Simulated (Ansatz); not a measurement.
# In (Im-3m) in Ansatz: settings compared

One crystal, In, is run at these levels: BLYP, r2SCAN; tasks: band structure.

Program: Ansatz 0.2.0. These are calculated values, not measurements. Logs are shortened: lines on timing, memory, paths and dates and some standing lists are left out, and cuts for length are marked.

### Step 1. The structure

The structure is cubic, space group Im-3m (No. 229). The conventional cell has a = 3.765 Å, b = 3.765 Å, c = 3.765 Å, α = 90.00°, β = 90.00°, γ = 90.00°. Around In (site symmetry m-3m) lie 8 In at 3.26 Å.

This isn't the form of In at room conditions, which is tetragonal.

### Step 2. Band structure, BLYP

The input, input.yaml:

```yaml
crystal:
  lattice:
    - [-1.88252524, 1.88252524, 1.88252524]
    - [1.88252524, -1.88252524, 1.88252524]
    - [1.88252524, 1.88252524, -1.88252524]
  atoms:
    - { symbol: In, position: [0.0, 0.0, 0.0] }
hamiltonian:
  xc: blyp
  pseudopotentials: { kind: paw }
kpoints:
  mp_grid: { grid: [10, 10, 10] }
  band_path:
    path:
      - [[0.0, 0.0, 0.0], [0.5, -0.5, 0.5], [0.0, 0.0, 0.5], [0.0, 0.0, 0.0], [0.25, 0.25, 0.25], [0.5, -0.5, 0.5]]
      - [[0.25, 0.25, 0.25], [0.0, 0.0, 0.5]]
    npoints: 14
scf:
  occupations: { method: fermi_dirac, width: 0.05 }
  n_extra_bands: 6
output:
  forces: true
  stress: true
  eigenvalues: true
  fatbands: false
```

Potentials or basis: Ansatz PAW.

Launch:

```sh
> ansatz run input.yaml --threads 2 --pin off --max-ram 5632MiB --backend cpu --events-out ev --progress --plain --runs-dir out
```

What it wrote:

```text
Warning: RAYON_NUM_THREADS=2 ignored (pool sized by the plan → 2); use --threads N
scf.n_extra_bands = 6 over 7 filled bands (N_el = 13.0): the run solves 13 bands
Engine: ansatz 0.2.0, aarch64-unknown-linux-gnu
Pseudopotentials: kind: paw
Pseudopotential: In, paw, valence charge 13, recommended cutoff 420 eV (normal), In.paw.azcp
Functional definition: BLYP
  parameter beta = 0.0042
  parameter a = 0.04918
  parameter b = 0.132
  parameter c = 0.2533
  parameter d = 0.349
  exchange = b88_x(beta = beta)
  correlation = lyp_c(a = a, b = b, c = c, d = d)
Crystal: 1 atoms, lattice volume = 26.686 Å³
Basis set: ecut = 420 eV, 531 PW (Γ), exchange–correlation on 48×48×48 points (8 copies of the dense FFT grid, shifted against one another)
Bands: 13, of which v1, the nominal top of the filled ones, is band 7 counted from 1 (6 counted from 0)
Symmetry: 48 space group operations
Space group: Im-3m (ITA 229), of the structure as read, at distance tolerance 3.0e-5 Å
k-points: 47 of 1000
Non-local potential: In, projectors of the file, l = 0: 2, l = 1: 2, l = 2: 2, l = 3: 2
PAW form: soft (Blöchl's): semilocal exchange-correlation on the pseudo side does not see the compensation charge
PAW frozen core: In, regenerated for the run's functional, and the local potential with it (the file was generated under x = pbe(κ = 0.804, μ = 0.2195149727645171), c = pbe(β = 0.06672455060314922))
PAW one-centre angular grid: In, 590 points (default); XC on 64 Gauss nodes
Initial density: superposition of atomic densities (neutral atoms: chi_scale 0, normalization atom), corrected by the library's trained network
Initial wavefunctions: pseudopotential atomic-orbital guess
Functional: x = b88, c = lyp
SCF iter   1: F=—  HF=-5613.747162 eV  |F-HF|=—  |Δ(HF+E_count)|=         —  Δρ=6.24e-3  dr2=6.26e-3  ethr=1.77e-3  ⟨swp⟩=5.7  Hψ=3601  notcnv=0  defer=5
preconditioner: auto → Kerker (q_TF=auto, 2.420 Å⁻¹)  [metal: Δε(μ)=0.036 eV  Ē_g=22.418 eV  σ=0.050 eV  W_gap=0.18  n_scr=12 (ndim 8)  ℏωp=25.9 eV  f_vac=0.000  D(μ)=0.59/eV (n_scr^D=0)]
SCF iter   2: F=—  HF=-5613.747057 eV  |F-HF|=—  |Δ(HF+E_count)|=   1.06e-4  Δρ=3.87e-3  dr2=2.67e-3  ethr=4.82e-5  ⟨swp⟩=1.0  Hψ=988  notcnv=0  defer=17
SCF iter   3: F=—  HF=-5613.747639 eV  |F-HF|=—  |Δ(HF+E_count)|=   5.82e-4  Δρ=8.61e-4  dr2=2.21e-4  ethr=2.05e-5  ⟨swp⟩=3.0  Hψ=1042  notcnv=0  defer=17
SCF iter   4: F=—  HF=-5613.747730 eV  |F-HF|=—  |Δ(HF+E_count)|=   9.15e-5  Δρ=1.13e-3  dr2=1.95e-4  ethr=1.70e-6  ⟨swp⟩=2.0  Hψ=842  notcnv=0  defer=17
SCF iter   5: F=—  HF=-5613.747627 eV  |F-HF|=—  |Δ(HF+E_count)|=   1.03e-4  Δρ=1.45e-4  dr2=3.31e-6  ethr=1.50e-6  ⟨swp⟩=2.0  Hψ=772  notcnv=0  defer=17
SCF iter   6: F=—  HF=-5613.747630 eV  |F-HF|=—  |Δ(HF+E_count)|=   2.55e-6  Δρ=1.22e-5  dr2=2.68e-8  ethr=7.69e-10  ⟨swp⟩=7.2  Hψ=3398  notcnv=0
SCF iter   7: F=-5613.747630 eV  HF=-5613.747630 eV  |F-HF|=1.80e-10  |Δ(HF+E_count)|=   5.69e-8  Δρ=2.22e-6  dr2=1.09e-9  ethr=2.06e-10  ⟨swp⟩=2.8  Hψ=2210  notcnv=0
SCF 1 converged in 7 iterations: F = -5613.747630 eV  dr2 = 1.09e-9
NSCF: frozen V_eff on 86 k-points
SCF converged after 7 iterations
Free energy (F): -5613.747630 eV
Harris-Foulkes:  -5613.747630 eV  (|F-HF|=1.80e-10)
Internal energy: -5613.743183 eV  (E = F + TS)
E sigma→0 (E₀):  -5613.745406 eV
Entropy (-TS):   -0.004447 eV (-4.447 meV/atom)
Fermi energy:    10.370518 eV
--- Per-component energies (eV) ---
  E_band       = -21.608344
  E_kinetic    = 241.987472
  E_local      = -1086.065682  (includes V_loc(G=0)·N_el)
  E_nonlocal   = 364.097950
  E_hartree    = 425.851991
  E_xc         = -214.190205
  E_vxc        = -98.534300  (∫ρ·V_xc dr)
  E_paw        = -4169.126475  (= ΣΔE_a)
  E_vpaw       = -294.798996  (= ΣTr[D̂ρ^β])
  E_aug_tail   = 0.000027  (compensation charges beyond the density's cutoff)
  E_ewald      = -1176.109129
  E_core_change = -0.189132  (= ΣΔE_core)
  E_smearing   = -0.004447  (= −TS)
  E_closure    = -0.000000  (closes the sum)
  Σ components = -5613.747630   (vs F -5613.747630, Δ=0.00e0)
--- Forces (eV/Å), atoms counted from 1 ---
  atom   1  In     0.00000000    -0.00000000    -0.00000000
  max |Σ_I F_I| component: 6.57e-32 eV/Å
--- Stress (GPa, compression-positive) ---
        5.561043       0.000000       0.000000
        0.000000       5.561043       0.000000
        0.000000       0.000000       5.561043
  P = ⅓ Tr σ = 5.5610 GPa (55.610 kbar)
--- Band table (eV; the first three rows and the last of 47) ---
  k-point 0: bands = ["-4.2960", "-4.2960", "-4.2960", "-4.0299", "-4.0299", "1.0280", "21.0145", "21.0145", "21.0145", "23.6809", "23.6809", "23.6809", "25.3732"]
  k-point 1: bands = ["-4.3061", "-4.2865", "-4.2566", "-4.0405", "-4.0304", "1.2557", "19.0988", "20.1044", "20.5833", "22.5572", "22.9006", "23.5043", "25.9608"]
  k-point 2: bands = ["-4.3323", "-4.2722", "-4.1517", "-4.0613", "-4.0315", "1.9460", "15.7359", "18.5718", "19.5700", "21.6982", "21.9356", "23.9444", "26.4484"]
  k-point 46: bands = ["-4.3902", "-4.3902", "-3.9048", "-3.9048", "-3.9048", "10.9918", "11.6674", "11.6674", "11.6674", "16.0576", "16.0576", "29.8191", "33.1587"]
```

bands.tsv:

```text
# k_distance	band_0	band_1	band_2	band_3	band_4	band_5	band_6	band_7	band_8	band_9	band_10	band_11	band_12
# fermi_ev = 10.370518
# lock_threshold_ev = 1e-6
# [0, 0, 0] at k_distance = 0.000000
[... 94 lines left out ...]
7.515369	-14.755643	-14.672123	-14.412772	-14.403335	-14.275071	-3.821846	-2.640821	4.277723	5.659919	12.173228	12.308594	17.420145	17.617980
7.574969	-14.762374	-14.682126	-14.413857	-14.403532	-14.257618	-3.896845	-2.764054	4.803548	6.239891	11.464253	11.596180	17.271663	17.519947
7.634570	-14.767128	-14.689647	-14.414676	-14.403679	-14.244763	-3.950611	-2.852567	5.265489	6.773983	10.871326	10.967327	17.165250	17.449791
7.694171	-14.769958	-14.694312	-14.415180	-14.403770	-14.236891	-3.982934	-2.905877	5.598946	7.190626	10.459300	10.493829	17.101395	17.407634
7.753771	-14.770909	-14.695896	-14.415352	-14.403808	-14.234247	-3.993717	-2.923684	5.723838	7.359008	10.306196	10.308162	17.079691	17.393476
```

Wall time 1.3 s (2 threads of Arm Neoverse V1, shared host); peak memory 0.27 GiB.

Results:

- Free energy: -5613.7476 eV
- Pressure: 5.6 GPa
- Band gap on the k mesh: none (metal or under the smearing width)

Levels at the corners of the path, in eV from the Fermi level:
```tsv
point	band 3	band 4	band 5	band 6	band 7	band 8	band 9	band 10
Γ	-14.67	-14.40	-14.40	-9.34	10.64	10.64	10.64	13.31
H	-14.28	-14.28	-14.28	0.62	1.30	1.30	1.30	5.69
N	-14.42	-14.40	-14.23	-3.99	-2.92	5.72	7.36	10.31
Γ	-14.67	-14.40	-14.40	-9.34	10.64	10.64	10.64	13.31
P	-14.57	-14.40	-14.40	-2.54	0.31	0.31	0.31	19.90
H	-14.28	-14.28	-14.28	0.62	1.30	1.30	1.30	5.69
P	-14.57	-14.40	-14.40	-2.54	0.31	0.31	0.31	19.90
N	-14.42	-14.40	-14.23	-3.99	-2.92	5.72	7.36	10.31
```

Caveat: spin-orbit coupling is left out, which moves the levels of the heavy elements; the PAW data sets come from PBE, with cores solved anew for the run's functional, which leaves a small shift of forces and pressure.

### Step 3. Band structure, r2SCAN

Changes to input.yaml since step 2:

```diff
@@ -8,3 +8,3 @@
 hamiltonian:
-  xc: blyp
+  xc: r2scan
   pseudopotentials: { kind: paw }
@@ -24,2 +24,2 @@
   eigenvalues: true
-  fatbands: false
+  fatbands: true
```

Potentials or basis: Ansatz PAW.

Launch:

```sh
> ansatz run input.yaml --threads 2 --pin off --max-ram 5632MiB --backend cpu --events-out ev --progress --plain --runs-dir out
```

What it wrote:

```text
Warning: RAYON_NUM_THREADS=2 ignored (pool sized by the plan → 2); use --threads N
scf.n_extra_bands = 6 over 7 filled bands (N_el = 13.0): the run solves 13 bands
[... 2 set-up lines as earlier in the session ...]
Pseudopotential: In, paw, valence charge 13, recommended cutoff 500 eV (meta_gga), In.paw.azcp
Functional definition: r2SCAN
  parameter k0 = 0.174
  parameter k1 = 0.065
  parameter a1 = 4.9479
  exchange = r2scan_x(k0 = k0, k1 = k1, a1 = a1)
  correlation = r2scan_c
Crystal: 1 atoms, lattice volume = 26.686 Å³
Basis set: ecut = 500 eV, 675 PW (Γ), exchange–correlation on 96×96×96 points (64 copies of the dense FFT grid, shifted against one another)
Bands: 13, of which v1, the nominal top of the filled ones, is band 7 counted from 1 (6 counted from 0)
[... 2 set-up lines as earlier in the session ...]
k-points: 47 of 1000
[... 2 set-up lines as earlier in the session ...]
PAW frozen core: In, regenerated for the run's functional (the file was generated under x = pbe(κ = 0.804, μ = 0.2195149727645171), c = pbe(β = 0.06672455060314922))
PAW one-centre angular grid: In, 590 points (default); XC on 289 of its mesh's 2783 points in the sphere
[... 2 set-up lines as earlier in the session ...]
Functional: x = r2scan, c = r2scan; τ floored in thin density (d = 2e-4 eV/Å³)
SCF iter   1: F=—  HF=-5611.800987 eV  |F-HF|=—  |Δ(HF+E_count)|=         —  Δρ=7.55e-3  dr2=7.98e-3  dr2_τ=1.10e-3  ethr=1.77e-3  ⟨swp⟩=5.6  Hψ=3646  notcnv=0  defer=7
[... 9 lines left out ...]
NSCF: frozen V_eff on 86 k-points
SCF converged after 6 iterations
Free energy (F): -5611.803532 eV
Harris-Foulkes:  -5611.803532 eV  (|F-HF|=2.98e-9)
Internal energy: -5611.798255 eV  (E = F + TS)
E sigma→0 (E₀):  -5611.800893 eV
Entropy (-TS):   -0.005277 eV (-5.277 meV/atom)
Fermi energy:    9.876909 eV
--- Per-component energies (eV) ---
  E_band       = -34.218667
  E_kinetic    = 241.008351
  E_local      = -1088.804291  (includes V_loc(G=0)·N_el)
  E_nonlocal   = 366.496406
  E_hartree    = 427.380317
  E_xc         = -201.510295
  E_vxc        = -107.616356  (∫ρ·V_xc dr)
  E_paw        = -4181.225167  (= ΣΔE_a)
  E_vpaw       = -307.724063  (= ΣTr[D̂ρ^β])
  E_aug_tail   = 0.000007  (compensation charges beyond the density's cutoff)
  E_vtau       = 7.661326  (kinetic-family band-sum trace: ∫τ·v_τ [+ j·A + Jᵃ·Aᵃ] dr)
  E_ewald      = -1176.109129
  E_core_change = 0.965546  (= ΣΔE_core)
  E_smearing   = -0.005277  (= −TS)
  E_closure    = -0.000000  (closes the sum)
  Σ components = -5611.803532   (vs F -5611.803532, Δ=0.00e0)
--- Forces (eV/Å), atoms counted from 1 ---
  atom   1  In    -0.00000000     0.00000000     0.00000000
  max |Σ_I F_I| component: 1.07e-31 eV/Å
--- Stress (GPa, compression-positive) ---
       -0.177975       0.000000      -0.000000
       -0.000000      -0.177975       0.000000
       -0.000000       0.000000      -0.177975
  P = ⅓ Tr σ = -0.1780 GPa (-1.780 kbar)
--- Band table (eV; the first three rows and the last of 47) ---
  k-point 0: bands = ["-5.3690", "-5.3690", "-5.3690", "-5.0901", "-5.0901", "0.0534", "21.4643", "21.4643", "21.4643", "23.5929", "23.5929", "23.5929", "25.4124"]
  k-point 1: bands = ["-5.3797", "-5.3594", "-5.3277", "-5.1014", "-5.0907", "0.2945", "19.2568", "20.3958", "20.9200", "22.5026", "22.7540", "23.4548", "26.0725"]
  k-point 2: bands = ["-5.4079", "-5.3458", "-5.2180", "-5.1233", "-5.0921", "1.0260", "15.6059", "18.7058", "19.7122", "21.6443", "21.7142", "24.0263", "26.6108"]
  k-point 46: bands = ["-5.4738", "-5.4738", "-4.9597", "-4.9597", "-4.9597", "11.1251", "11.2032", "11.2032", "11.2032", "15.4724", "15.4724", "30.2219", "33.8606"]
```

fatbands.tsv:

```text
# ik	k_distance	band	e_minus_ef	in0_l0_5S	in0_l1_5P	in0_l2_4D
# fermi_ev = 9.876909
# lock_threshold_ev = 1e-12
# [0, 0, 0] at k_distance = 0.000000
# [0.5, -0.5, 0.5] at k_distance = 1.668818
# [0, 0, 0.5] at k_distance = 2.848851
# [0, 0, 0] at k_distance = 4.028884
# [0.25, 0.25, 0.25] at k_distance = 5.474123
# [0.5, -0.5, 0.5] at k_distance = 6.919362
# [0.25, 0.25, 0.25] at k_distance = 6.919362
# [0, 0, 0.5] at k_distance = 7.753771
# jumps = 71
# n_points = 86
0	0.000000	0	-15.245874	0.000000	0.000000	0.999920
0	0.000000	1	-15.245874	0.000000	0.000000	0.999920
0	0.000000	2	-15.245874	0.000000	0.000000	0.999920
0	0.000000	3	-14.967043	0.000000	0.000000	0.999974
0	0.000000	4	-14.967043	0.000000	0.000000	0.999974
0	0.000000	5	-9.823468	0.999052	0.000000	0.000000
[... 915 lines left out ...]
70	6.919362	11	20.344958	0.000000	0.000000	0.000000
70	6.919362	12	23.983651	0.000000	0.002818	0.000000

71	6.919362	0	-15.148963	0.000000	0.013033	0.986919
71	6.919362	1	-15.148963	0.000000	0.013033	0.986919
71	6.919362	2	-15.148963	0.000000	0.013033	0.986919
71	6.919362	3	-14.968558	0.000000	0.000000	0.999982
71	6.919362	4	-14.968558	0.000000	0.000000	0.999982
71	6.919362	5	-2.272758	0.996486	0.000000	0.000000
[... 187 lines left out ...]
85	7.753771	11	18.062290	0.000000	0.060926	0.000000
85	7.753771	12	18.176347	0.000000	0.000144	0.000000
```

It took 2.4 s on 2 threads of Arm Neoverse V1, shared host; peak memory 0.33 GiB.

What came out:

| Quantity | Value |
| --- | --- |
| Free energy | -5611.8035 eV |
| Pressure | -0.2 GPa |
| Band gap on the k mesh | none (metal or under the smearing width) |

Levels at the corners of the path, in eV from the Fermi level:
| point | band 2 | band 3 | band 4 | band 5 | band 6 | band 7 | band 8 | band 9 | band 10 | band 11 |
| --- | --- | --- | --- | --- | --- | --- | --- | --- | --- | --- |
| Γ | -15.25 | -15.25 | -14.97 | -14.97 | -9.82 | 11.59 | 11.59 | 11.59 | 13.72 | 13.72 |
| H | -15.35 | -14.84 | -14.84 | -14.84 | 1.25 | 1.33 | 1.33 | 1.33 | 5.60 | 5.60 |
| N | -15.28 | -14.98 | -14.97 | -14.79 | -3.98 | -3.25 | 6.17 | 7.79 | 10.48 | 10.70 |
| Γ | -15.25 | -15.25 | -14.97 | -14.97 | -9.82 | 11.59 | 11.59 | 11.59 | 13.72 | 13.72 |
| P | -15.15 | -15.15 | -14.97 | -14.97 | -2.27 | 0.18 | 0.18 | 0.18 | 20.88 | 20.88 |
| H | -15.35 | -14.84 | -14.84 | -14.84 | 1.25 | 1.33 | 1.33 | 1.33 | 5.60 | 5.60 |
| P | -15.15 | -15.15 | -14.97 | -14.97 | -2.27 | 0.18 | 0.18 | 0.18 | 20.88 | 20.88 |
| N | -15.28 | -14.98 | -14.97 | -14.79 | -3.98 | -3.25 | 6.17 | 7.79 | 10.48 | 10.70 |

Caveat: spin-orbit coupling is left out, which moves the levels of the heavy elements; the PAW data sets come from PBE, with cores solved anew for the run's functional, which leaves a small shift of forces and pressure.
